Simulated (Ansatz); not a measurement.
Level of theory: DFT PBE, scalar-relativistic, plane waves, PAW (Ansatz 0.2.0). All cells share a 420 eV cutoff and Γ-centred k meshes spaced about 0.3 Å⁻¹ or finer (0.25 for metals, 2π included). No spin polarisation.

All energies are static (0 K, no zero-point motion).

Two relaxed structures of Mo3H:

1.

```cif
data_structure
_symmetry_space_group_name_H-M 'I4/mmm'
_symmetry_Int_Tables_number 139
_cell_length_a 3.1261
_cell_length_b 3.1261
_cell_length_c 10.2728
_cell_angle_alpha 90.000
_cell_angle_beta 90.000
_cell_angle_gamma 90.000
_cell_volume 100.39
loop_
_atom_site_label
_atom_site_type_symbol
_atom_site_symmetry_multiplicity
_atom_site_Wyckoff_symbol
_atom_site_fract_x
_atom_site_fract_y
_atom_site_fract_z
_atom_site_occupancy
H1 H 2 b 0.50000 0.50000 0.00000 1
Mo1 Mo 4 e 0.50000 0.50000 0.18073 1
Mo2 Mo 2 a 0.00000 0.00000 0.00000 1
```

2.

```cif
data_structure
_symmetry_space_group_name_H-M 'P6_322'
_symmetry_Int_Tables_number 182
_cell_length_a 4.9342
_cell_length_b 4.9342
_cell_length_c 4.7776
_cell_angle_alpha 90.000
_cell_angle_beta 90.000
_cell_angle_gamma 120.000
_cell_volume 100.73
loop_
_atom_site_label
_atom_site_type_symbol
_atom_site_symmetry_multiplicity
_atom_site_Wyckoff_symbol
_atom_site_fract_x
_atom_site_fract_y
_atom_site_fract_z
_atom_site_occupancy
H1 H 2 c 0.33333 0.66667 0.25000 1
Mo1 Mo 6 g 0.68996 0.68996 0.00000 1
```

Task: Which would you expect to be lower, and how large is the difference?

Result: Cell 1 is lower, by 86 meV/atom. Cell 1 has space group I4/mmm (No. 139), 12.5 Å³/atom and no gap on its mesh; cell 2 has space group P6_322 (No. 182), 12.6 Å³/atom and no gap. Counting Mo atoms around H (those within 1.25 times the shortest such distance or 1.15 times the sum of covalent radii, 1.27 where that leaves under three; a plus sign parts nearer from farther groups), cell 1 has H 2+4 and cell 2 has H 6. Even the lower one lies +0.16 eV/atom against the reference forms of the elements (uncorrected), so neither is stable at this level. Both come from trial cells of a structure search, whose lowest cell (C2/m, 12.4 Å³/atom) lies 67 meV/atom below the lower of the two.

With hydrogen, zero-point motion can shift such differences by 10 meV/atom or more. Trial moments fell under 0.15 μB along the way in I4/mmm and P6_322; another start might hold them. Cells relaxed within their symmetry can be saddle points. Some candidate types were left out of the draw beforehand, so a known form may be missing.
